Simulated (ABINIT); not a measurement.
**KI (Fm-3m): G0W0 with ABINIT, start to end**

How does a plane-wave GW calculation on KI (Fm-3m) run from the first input to the gap?

Method: PBE and many-body steps on it, plane waves, in ABINIT 10.8.3.

### 1. The structure

Symmetry: Fm-3m, No. 225, cubic system. Conventional cell: a = 7.066 Å, b = 7.066 Å, c = 7.066 Å, α = 90.00°, β = 90.00°, γ = 90.00°. Nearest to K lie 6 I at 3.53 Å. Nearest to I lie 6 K at 3.53 Å. Farther neighbours and most contacts between anions are not listed.

The cell and positions come from the Crystallography Open Database and are kept as given unless a step says otherwise.

### 2. Ground state

This step: ABINIT 10.8.3; DFT, PBE with spin-orbit coupling, plane waves, norm-conserving pseudopotentials.

The ground-state density comes first.

run.abi reads:

```
acell 3*1.0 Angstrom
rprim 
  0.000000000000 3.532775000000 3.532775000000
  3.532775000000 0.000000000000 3.532775000000
  3.532775000000 3.532775000000 -0.000000000000
ntypat 2
znucl 19 53
natom 2
typat 1 2
xred 
  0.000000000000 0.000000000000 0.000000000000
  0.500000000000 0.500000000000 0.500000000000
pp_dirpath "pseudos"
pseudos "K.upf, I.upf"
ecut 33
nspinor 2
ngkpt 4 4 4
nshiftk 1
shiftk 0 0 0
kptopt 1
chksymbreak 0
nband 26
occopt 1
tolvrs 1e-10
nstep 60
prtwf 0
optforces 0
optstress 0
indata_prefix "in"
outdata_prefix "out"
tmpdata_prefix "tmp"
```

Command:

```console
OMP_NUM_THREADS=1 mpirun -n 4 abinit run.abi > log
```

Numbers of over 12 decimals in the logs are rounded to 6 here.

What it wrote:

```text
.Version 10.8.3 of ABINIT. v10.8.2 released Aug 2026.

 Symmetries : space group Fm -3 m (#225); Bravais cF (face-center cubic)
================================================================================
 Values of the parameters that define the memory need of the present run
     intxc =       0    ionmov =       0      iscf =       7    lmnmax =      18
     lnmax =      18     mgfft =      50  mpssoang =       5    mqgrid =    3001
     natom =       2  nloc_mem =       1    nspden =       1   nspinor =       2
    nsppol =       1      nsym =      48    n1xccc =    2501    ntypat =       2
    occopt =       1   xclevel =       2
-    mband =          26        mffmem =           1         mkmem =           2
       mpw =        5434          nfft =      125000          nkpt =           8
================================================================================
  Rough estimation (10% accuracy) of disk space for files :
================================================================================

--------------------------------------------------------------------------------
------------- Echo of variables that govern the present computation ------------
--------------------------------------------------------------------------------
 -outvars: echo values of preprocessed input variables --------
            acell      1.8897261259E+00  1.8897261259E+00  1.8897261259E+00 Bohr

      chksymbreak           0
             ecut      3.30000000E+01 Hartree
-          fftalg         312

              ixc     -101130
              kpt      0.00000000E+00  0.00000000E+00  0.00000000E+00
                       2.50000000E-01  0.00000000E+00  0.00000000E+00
                       5.00000000E-01  0.00000000E+00  0.00000000E+00
                       2.50000000E-01  2.50000000E-01  0.00000000E+00
                       5.00000000E-01  2.50000000E-01  0.00000000E+00
                      -2.50000000E-01  2.50000000E-01  0.00000000E+00
                       5.00000000E-01  5.00000000E-01  0.00000000E+00
                      -2.50000000E-01  5.00000000E-01  2.50000000E-01
         kptrlatt        4    0    0      0    4    0      0    0    4
          kptrlen      3.77650301E+01
P           mkmem           2
            natom           2
            nband          26
            ngfft          50      50      50
             nkpt           8
          nspinor           2
            nstep          60
             nsym          48
           ntypat           2
              occ      1.000000  1.000000  1.000000  1.000000  1.000000  1.000000
                       1.000000  1.000000  1.000000  1.000000  1.000000  1.000000
                       1.000000  1.000000  1.000000  1.000000  0.000000  0.000000
                       0.000000  0.000000  0.000000  0.000000  0.000000  0.000000
                       0.000000  0.000000
        optforces           0
        optstress           0
            prtwf           0
            rprim      0.0000000000E+00  3.5327750000E+00  3.5327750000E+00
                       3.5327750000E+00  0.0000000000E+00  3.5327750000E+00
                       3.5327750000E+00  3.5327750000E+00 -0.0000000000E+00
          spgroup         225

           tolvrs      1.00000000E-10

             xred      0.0000000000E+00  0.0000000000E+00  0.0000000000E+00
                       5.0000000000E-01  5.0000000000E-01  5.0000000000E-01
            znucl       19.00000   53.00000

================================================================================

 chkinp: Checking input parameters for consistency.

================================================================================
== DATASET  1 ==================================================================
-   mpi_nproc: 4, omp_nthreads: 1 (-1 if OMP is not activated)

--- !DatasetInfo
iteration_state: {dtset: 1, }
dimensions: {natom: 2, nkpt: 8, mband: 26, nsppol: 1, nspinor: 2, nspden: 1, mpw: 5434, }
cutoff_energies: {ecut:  33.0, pawecutdg:  -1.0, }
electrons: {nelect:   1.60000000E+01, charge:   0.00000000E+00, occopt:   1.00000000E+00, tsmear:   1.00000000E-02, }

 Real(R)+Recip(G) space primitive vectors, cartesian coordinates (Bohr,Bohr^-1):
 R(1)=  0.0000000  6.6759772  6.6759772  G(1)= -0.0748954  0.0748954  0.0748954
 R(2)=  6.6759772  0.0000000  6.6759772  G(2)=  0.0748954 -0.0748954  0.0748954
 R(3)=  6.6759772  6.6759772  0.0000000  G(3)=  0.0748954  0.0748954 -0.0748954
 Unit cell volume ucvol=  5.9507887E+02 bohr^3
 Angles (23,13,12)=  6.00000000E+01  6.00000000E+01  6.00000000E+01 degrees

 getcut: wavevector=  0.0000  0.0000  0.0000  ngfft=  50  50  50
         ecut(hartree)=     33.000   => boxcut(ratio)=   2.04876

--- Pseudopotential description ------------------------------------------------
- K Generated using ONCVPSP code by D. R. Hamann
- 19.00000   9.00000  180418                  znucl, zion, pspdat
12 -101130 2 -1 2222                          pspcod,pspxc,lmax,lloc,mmax
     nproj     2     3     2     0
     spin-orbit psp
        nprojso     3     4     0
  pspatm : epsatm=    8.42858871
         --- l  ekb(1:nproj) -->
             0    0.806288   10.869902
             1    4.378793    0.553430    0.000047
             2   -3.405517   -1.029007
  spin-orbit 1    0.035097   -0.028470    0.003405
  spin-orbit 2    0.002517    0.000596   -0.000210   -0.000061
 pspatm: atomic psp has been read  and splines computed

- I Generated using ONCVPSP code by D. R. Hamann
- 53.00000   7.00000  180423                  znucl, zion, pspdat
12 -101130 2 -1 1210                          pspcod,pspxc,lmax,lloc,mmax
     nproj     2     4     4     0
     spin-orbit psp
        nprojso     4     4     0
  pspatm : epsatm=   19.15675463
         --- l  ekb(1:nproj) -->
             0    0.912828    5.952026
             1    3.997763    0.747877    0.008227    0.000022
             2    4.180861    0.714097    0.003511    0.000039
  spin-orbit 1   -0.419626    0.211238    0.050102   -0.000483
  spin-orbit 2    0.305294   -0.042129    0.013865   -0.001013
 pspatm: atomic psp has been read  and splines computed

   4.41365494E+02                                ecore*ucvol(ha*bohr**3)
--------------------------------------------------------------------------------

_setup2: Arith. and geom. avg. npw (full set) are    5384.078    5384.049

================================================================================

--- !BeginCycle
iteration_state: {dtset: 1, }
solver: {iscf: 7, nstep: 60, nline: 4, wfoptalg: 0, }
tolerances: {tolvrs: 1.00E-10, }

     iter   Etot(hartree)      deltaE(h)  residm     vres2
 ETOT  1  -43.090899479889    -4.309E+01 2.340E-02 7.036E+01
 ETOT  2  -43.108340523715    -1.744E-02 3.150E-03 3.138E+00
 ETOT  3  -43.108442262998    -1.017E-04 9.505E-03 4.788E-01
 ETOT  4  -43.108450417294    -8.154E-06 3.340E-03 6.008E-02
 ETOT  5  -43.108451791942    -1.375E-06 1.109E-03 1.047E-03
 ETOT  6  -43.108451893230    -1.013E-07 1.266E-03 6.417E-05
 ETOT  7  -43.108451895287    -2.057E-09 3.249E-04 2.578E-06
 ETOT  8  -43.108451895404    -1.168E-10 2.668E-04 8.015E-08
 ETOT  9  -43.108451895407    -3.674E-12 3.763E-04 1.052E-09
 ETOT 10  -43.108451895408    -3.340E-13 2.571E-04 2.627E-11

 At SCF step   10       vres2   =  2.63E-11 < tolvrs=  1.00E-10 =>converged.

--- !ResultsGS
iteration_state: {dtset: 1, }
comment   : Summary of ground state results
lattice_vectors:
- [  0.0000000,   6.6759772,   6.6759772, ]
- [  6.6759772,   0.0000000,   6.6759772, ]
- [  6.6759772,   6.6759772,  -0.0000000, ]
lattice_lengths: [   9.44126,    9.44126,    9.44126, ]
lattice_angles: [ 60.000,  60.000,  60.000, ] # degrees, (23, 13, 12)
lattice_volume:   5.9507887E+02
convergence: {deltae: -3.340E-13, res2:  2.627E-11, residm:  2.571E-04, diffor:  0.000E+00, }
etotal    :  -4.31084519E+01
entropy   :   0.00000000E+00
fermie    :   1.62804083E-02
cartesian_stress_tensor: null
pressure_GPa: null
xred      :
- [  0.0000E+00,   0.0000E+00,   0.0000E+00,  K]
- [  5.0000E-01,   5.0000E-01,   5.0000E-01,  I]
cartesian_forces: null
force_length_stats: {min: null, max: null, mean: null, }

 Integrated electronic density in atomic spheres:
 ------------------------------------------------
 Atom  Sphere_radius  Integrated_density
    1        2.00000          6.92230143
    2        2.00000          2.87711122
================================================================================

 ----iterations are completed or convergence reached----

 Mean square residual over all n,k,spin=   27.656E-07; max=  25.713E-05
 reduced coordinates (array xred) for    2 atoms
       0.000000000000      0.000000000000      0.000000000000
       0.500000000000      0.500000000000      0.500000000000
 rms dE/dt=  0.0000E+00; max dE/dt=  0.0000E+00; dE/dt below (all hartree)
    1       0.000000000000      0.000000000000      0.000000000000
    2       0.000000000000      0.000000000000      0.000000000000

 cartesian coordinates (angstrom) at end:
    1      0.000000     0.000000     0.000000
    2      3.532775     3.532775     3.532775
 length scales=  1.889726125908  1.889726125908  1.889726125908 bohr
              =  1.000000000000  1.000000000000  1.000000000000 angstroms
 prteigrs : about to open file out_EIG
 Fermi (or HOMO) energy (hartree) =   0.01628   Average Vxc (hartree)=  -0.26584
 Eigenvalues (hartree) for nkpt=   8  k points:
 kpt#   1, nband= 26, wtk=  0.01563, kpt=  0.0000  0.0000  0.0000 (reduced coord)
  -1.04279   -1.04279   -0.44254   -0.44254   -0.43277   -0.43277   -0.43277   -0.43277
  -0.38071   -0.38071   -0.02129   -0.02129    0.01628    0.01628    0.01628    0.01628
   0.15008    0.15008    0.24320    0.24320    0.24320    0.24320    0.24379    0.24379
   0.26989    0.26989
 prteigrs : prtvol=0 or 1, do not print more k-points.

--- !EnergyTerms
iteration_state     : {dtset: 1, }
comment             : Components of total free energy in Hartree
kinetic             :  1.34703487494357E+01
hartree             :  9.56417602358717E+00
xc                  : -1.04159819887491E+01
Ewald energy        : -2.74618377792638E+01
psp_core            :  7.41692425148782E-01
local_psp           : -3.51530749629279E+01
non_local_psp       :  6.14622563736130E+00
total_energy        : -4.31084518954078E+01
total_energy_eV     : -1.17304073499223E+03
band_energy         : -5.56086353011459E+00

== END DATASET(S) ==============================================================
================================================================================

 -outvars: echo values of variables after computation  --------
           etotal     -4.3108451895E+01
            nband          26
             nkpt           8
          spgroup         225
 [... the other variables as echoed above ...]

 Calculation completed.
```

It took 35 s on 4 MPI ranks of Arm Neoverse V1, shared host; peak memory 0.39 GiB; 2.3 min of CPU time.

This step gave:

```yaml
total_energy: -1173.0407 eV
gap: 3.641 eV
k_of_the_valence_top: 0, 0, 0
k_of_the_conduction_bottom: 0, 0, 0
least_direct_gap: 3.641 eV
```

The gap is direct, at Γ.

### 3. Bands along the symmetry lines

Levels along a band path, at the cheap level, show where the edges lie and whether the meshes to come will hold them.

run.abi reads:

```
acell 3*1.0 Angstrom
rprim 
  0.000000000000 3.532775000000 3.532775000000
  3.532775000000 0.000000000000 3.532775000000
  3.532775000000 3.532775000000 -0.000000000000
ntypat 2
znucl 19 53
natom 2
typat 1 2
xred 
  0.000000000000 0.000000000000 0.000000000000
  0.500000000000 0.500000000000 0.500000000000
pp_dirpath "pseudos"
pseudos "K.upf, I.upf"
ecut 33
nspinor 2
iscf -2
irdden 1
kptopt 0
nkpt 26
kpt 
  0.00000000 0.00000000 0.00000000
  0.12500000 0.00000000 0.12500000
  0.25000000 0.00000000 0.25000000
  0.37500000 0.00000000 0.37500000
  0.50000000 0.00000000 0.50000000
  0.53125000 0.06250000 0.53125000
  0.56250000 0.12500000 0.56250000
  0.59375000 0.18750000 0.59375000
  0.62500000 0.25000000 0.62500000
  0.37500000 0.37500000 0.75000000
  0.28125000 0.28125000 0.56250000
  0.18750000 0.18750000 0.37500000
  0.09375000 0.09375000 0.18750000
  0.00000000 0.00000000 0.00000000
  0.12500000 0.12500000 0.12500000
  0.25000000 0.25000000 0.25000000
  0.37500000 0.37500000 0.37500000
  0.50000000 0.50000000 0.50000000
  0.50000000 0.43750000 0.56250000
  0.50000000 0.37500000 0.62500000
  0.50000000 0.31250000 0.68750000
  0.50000000 0.25000000 0.75000000
  0.50000000 0.18750000 0.68750000
  0.50000000 0.12500000 0.62500000
  0.50000000 0.06250000 0.56250000
  0.50000000 0.00000000 0.50000000
istwfk *1
nband 32
nbdbuf 6
tolwfr 1e-08
nstep 40
prtwf 0
prtvol 0
indata_prefix "in"
outdata_prefix "out"
tmpdata_prefix "tmp"
```

What it wrote:

```text
.Version 10.8.3 of ABINIT. v10.8.2 released Aug 2026.

 Symmetries : space group Fm -3 m (#225); Bravais cF (face-center cubic)
[... echo of the input left out ...]
== DATASET  1 ==================================================================
-   mpi_nproc: 4, omp_nthreads: 1 (-1 if OMP is not activated)

--- !DatasetInfo
iteration_state: {dtset: 1, }
dimensions: {natom: 2, nkpt: 26, mband: 32, nsppol: 1, nspinor: 2, nspden: 1, mpw: 5434, }
cutoff_energies: {ecut:  33.0, pawecutdg:  -1.0, }
electrons: {nelect:   1.60000000E+01, charge:   0.00000000E+00, occopt:   1.00000000E+00, tsmear:   1.00000000E-02, }

 Real(R)+Recip(G) space primitive vectors, cartesian coordinates (Bohr,Bohr^-1):
 R(1)=  0.0000000  6.6759772  6.6759772  G(1)= -0.0748954  0.0748954  0.0748954
 R(2)=  6.6759772  0.0000000  6.6759772  G(2)=  0.0748954 -0.0748954  0.0748954
 R(3)=  6.6759772  6.6759772  0.0000000  G(3)=  0.0748954  0.0748954 -0.0748954
 Unit cell volume ucvol=  5.9507887E+02 bohr^3
 Angles (23,13,12)=  6.00000000E+01  6.00000000E+01  6.00000000E+01 degrees

 getcut: wavevector=  0.0000  0.0000  0.0000  ngfft=  50  50  50
         ecut(hartree)=     33.000   => boxcut(ratio)=   2.04876

--- Pseudopotential description ------------------------------------------------
- K Generated using ONCVPSP code by D. R. Hamann
- 19.00000   9.00000  180418                  znucl, zion, pspdat
12 -101130 2 -1 2222                          pspcod,pspxc,lmax,lloc,mmax
     nproj     2     3     2     0
     spin-orbit psp
        nprojso     3     4     0
  pspatm : epsatm=    8.42858871
         --- l  ekb(1:nproj) -->
             0    0.806288   10.869902
             1    4.378793    0.553430    0.000047
             2   -3.405517   -1.029007
  spin-orbit 1    0.035097   -0.028470    0.003405
  spin-orbit 2    0.002517    0.000596   -0.000210   -0.000061
 pspatm: atomic psp has been read  and splines computed

- I Generated using ONCVPSP code by D. R. Hamann
- 53.00000   7.00000  180423                  znucl, zion, pspdat
12 -101130 2 -1 1210                          pspcod,pspxc,lmax,lloc,mmax
     nproj     2     4     4     0
     spin-orbit psp
        nprojso     4     4     0
  pspatm : epsatm=   19.15675463
         --- l  ekb(1:nproj) -->
             0    0.912828    5.952026
             1    3.997763    0.747877    0.008227    0.000022
             2    4.180861    0.714097    0.003511    0.000039
  spin-orbit 1   -0.419626    0.211238    0.050102   -0.000483
  spin-orbit 2    0.305294   -0.042129    0.013865   -0.001013
 pspatm: atomic psp has been read  and splines computed

--------------------------------------------------------------------------------

================================================================================
 prteigrs : about to open file out_EIG
 Non-SCF case, kpt    1 (  0.00000  0.00000  0.00000), residuals and eigenvalues=
[...]
4.2683E-01  4.2949E-01
 Non-SCF case, kpt    3 (  0.25000  0.00000  0.25000), residuals and eigenvalues=
[...]
4.0472E-01  4.0503E-01
[...]
Non-SCF case, kpt   25 (  0.50000  0.06250  0.56250), residuals and eigenvalues=
[...]
4.0887E-01  4.1471E-01
 Non-SCF case, kpt   26 (  0.50000  0.00000  0.50000), residuals and eigenvalues=
[...]
2.1648E-01  2.1648E-01  3.0219E-01  3.0219E-01  3.2423E-01  3.2423E-01
  3.2732E-01  3.2732E-01  3.5607E-01  3.5607E-01  3.5624E-01  3.5624E-01
  4.1245E-01  4.1265E-01

--- !ResultsGS
iteration_state: {dtset: 1, }
comment   : Summary of ground state results
lattice_vectors:
- [  0.0000000,   6.6759772,   6.6759772, ]
- [  6.6759772,   0.0000000,   6.6759772, ]
- [  6.6759772,   6.6759772,  -0.0000000, ]
lattice_lengths: [   9.44126,    9.44126,    9.44126, ]
lattice_angles: [ 60.000,  60.000,  60.000, ] # degrees, (23, 13, 12)
lattice_volume:   5.9507887E+02
convergence: {deltae:  0.000E+00, res2:  0.000E+00, residm:  9.992E-09, diffor:  0.000E+00, }
etotal    :  -4.31084519E+01
entropy   :   0.00000000E+00
fermie    :   1.62804083E-02
cartesian_stress_tensor: null
pressure_GPa: null
xred      :
- [  0.0000E+00,   0.0000E+00,   0.0000E+00,  K]
- [  5.0000E-01,   5.0000E-01,   5.0000E-01,  I]
cartesian_forces: null
force_length_stats: {min: null, max: null, mean: null, }

 Integrated electronic density in atomic spheres:
 ------------------------------------------------
 Atom  Sphere_radius  Integrated_density
    1        2.00000          6.92230143
    2        2.00000          2.87711122
================================================================================

 ----iterations are completed or convergence reached----

 Mean square residual over all n,k,spin=   61.777E-10; max=  99.924E-10
 reduced coordinates (array xred) for    2 atoms
       0.000000000000      0.000000000000      0.000000000000
       0.500000000000      0.500000000000      0.500000000000

 cartesian coordinates (angstrom) at end:
    1      0.000000     0.000000     0.000000
    2      3.532775     3.532775     3.532775
 length scales=  1.889726125908  1.889726125908  1.889726125908 bohr
              =  1.000000000000  1.000000000000  1.000000000000 angstroms
 prteigrs : about to open file out_EIG
 Eigenvalues (hartree) for nkpt=  26  k points:
 kpt#   1, nband= 32, wtk=  1.00000, kpt=  0.0000  0.0000  0.0000 (reduced coord)
[...]
kpt#   2, nband= 32, wtk=  1.00000, kpt=  0.1250  0.0000  0.1250 (reduced coord)
[...]
kpt#   3, nband= 32, wtk=  1.00000, kpt=  0.2500  0.0000  0.2500 (reduced coord)
[...]
kpt#  25, nband= 32, wtk=  1.00000, kpt=  0.5000  0.0625  0.5625 (reduced coord)
[...]
kpt#  26, nband= 32, wtk=  1.00000, kpt=  0.5000  0.0000  0.5000 (reduced coord)
[...]
0.18580    0.18580    0.21648    0.21648    0.30219    0.30219    0.32423    0.32423
   0.32732    0.32732    0.35607    0.35607    0.35624    0.35624    0.41245    0.41265

== END DATASET(S) ==============================================================
================================================================================

 -outvars: echo values of variables after computation  --------
            nband          32
             nkpt          26
          spgroup         225
 [... the other variables as echoed above ...]

 Calculation completed.
```

It took 94 s on 4 MPI ranks; peak memory 0.43 GiB.

Numbers from this step:

```
gap                        : 3.641 eV
k of the valence top       : 0, 0, 0
k of the conduction bottom : 0, 0, 0
least direct gap           : 3.641 eV
```

The gap is 3.641 eV, as in the run before at this level.

Electronic bands along the path, in eV, zero at the top of the highest filled band; v1 is the highest filled band, c1 the lowest empty one:

```csv
point,v4,v3,v2,v1,c1,c2,c3,c4
Γ,0.00,0.00,0.00,0.00,3.64,3.64,6.17,6.17
halfway,-0.56,-0.56,-0.22,-0.22,4.97,4.97,5.21,5.21
X,-0.76,-0.76,-0.40,-0.40,4.61,4.61,5.45,5.45
halfway,-0.79,-0.79,-0.46,-0.46,4.82,4.82,5.68,5.68
U,-0.88,-0.88,-0.53,-0.53,5.29,5.29,6.31,6.31
jump to K,-0.88,-0.88,-0.53,-0.53,5.29,5.29,6.31,6.31
halfway,-0.64,-0.64,-0.30,-0.30,5.22,5.22,5.97,5.97
Γ,0.00,0.00,0.00,0.00,3.64,3.64,6.17,6.17
halfway,-0.54,-0.54,-0.19,-0.19,4.74,4.74,6.25,6.25
L,-0.82,-0.82,-0.36,-0.36,5.20,5.20,7.38,7.38
halfway,-0.87,-0.87,-0.49,-0.49,5.71,5.71,6.53,6.53
W,-0.80,-0.80,-0.69,-0.69,6.08,6.08,6.19,6.19
halfway,-0.80,-0.80,-0.53,-0.53,5.04,5.04,5.85,5.85
X,-0.76,-0.76,-0.40,-0.40,4.61,4.61,5.45,5.45
```

(Continued in part 2 of 2.)

[Paths, hosts, dates, memory and timing lines, banners, echoed tables and standing remarks are left out of the program output.]

[Logs are printed without paths, hosts, clocks, repeated set-up lines and the standing remarks that a program may print on its own settings, such as how far it seeks lower states.]

[Runs of the session that timed out or met a known fault of the program may be left out.]

[Hosts, paths, dates, database ids (printed as entryN), source tags and the programs' standing remarks are cut or masked in the printed files.]

[G0W0 gaps are taken among the corrected bands and points alone; a level outside them can change the order at an edge.]

[Where Ansatz stands beside ABINIT at settings called matched, ABINIT's density can come from a denser mesh and the files from another edition; pairs whose starting gaps differed by over 0.03 eV were left out, so agreement reads better than it is.]
